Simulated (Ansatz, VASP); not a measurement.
# P in VASP and in Ansatz

The input INCAR:

```
SYSTEM = P
PREC = Accurate
ENCUT = 520
EDIFF = 1E-6
ISMEAR = 0
SIGMA = 0.1
LREAL = .False.
LASPH = .True.
NELM = 100
ALGO = Normal
ISIF = 2
LWAVE = .False.
LCHARG = .False.
GGA = PE
NBANDS = 18
```

Contents of KPOINTS:

```
regular mesh
0
Gamma
  4 4 4
  0 0 0
```

The input POSCAR:

```
P
1.0
    4.2753319300      0.0000000000      0.0000000000
    0.0000000000      4.2753319300      0.0000000000
    0.0000000000      0.0000000000      4.2753319300
P
4
Direct
    0.2466464400      0.2466464400      0.2466464400
    0.2533535600      0.7533535600      0.7466464400
    0.7533535600      0.7466464400      0.2533535600
    0.7466464400      0.2533535600      0.7533535600
```

Input for Ansatz:

```yaml
crystal:
  lattice:
    - [4.27533193, 0.0, 0.0]
    - [0.0, 4.27533193, 0.0]
    - [0.0, 0.0, 4.27533193]
  atoms:
    - { symbol: P, position: [0.24664644, 0.24664644, 0.24664644] }
    - { symbol: P, position: [0.25335356, 0.75335356, 0.74664644] }
    - { symbol: P, position: [0.75335356, 0.74664644, 0.25335356] }
    - { symbol: P, position: [0.74664644, 0.25335356, 0.75335356] }
basis:
  ecutwfc: 420
kpoints:
  mp_grid: { grid: [4, 4, 4] }
hamiltonian:
  xc: pbe
scf:
  occupations: { method: gaussian, width: 0.1 }
  lower_state_search: "off"
output:
  forces: true
  stress: true
  eigenvalues: true
```

Alike in both runs: task single point; functional PBE; k mesh 4 × 4 × 4; occupations gaussian, width 0.1 eV; no spin polarisation.

|  | VASP | Ansatz |
| --- | --- | --- |
| version | VASP 6.6.1 | Ansatz 0.2.0 |
| potentials or method | VASP PAW PBE potentials, release 64 (P) | scalar-relativistic, plane waves, PAW |
| plane-wave cutoff (eV) | 520 | 420 |
| valence electrons in the cell | 20 | 20 |

Ansatz gave:

```
gap on the k mesh at the Fermi level (eV) : none
pressure (GPa)                            : -14.6
rms of the force components (eV/Å)        : 0.043
```

Task: What did VASP give for the same quantities?

Result: gap on the k mesh at the Fermi level (eV): none; pressure (GPa): -14.7; rms of the force components (eV/Å): 0.043.

Atom by atom the forces differ by 0.000 eV/Å (rms over components). A gap of «none» marks a metal or a gap that the smearing closes. With one functional, cell and mesh, what is left measures potentials, basis and numerics.

Caveats: the k mesh is coarse (spacing up to 0.37 Å⁻¹), so the values aren't converged.
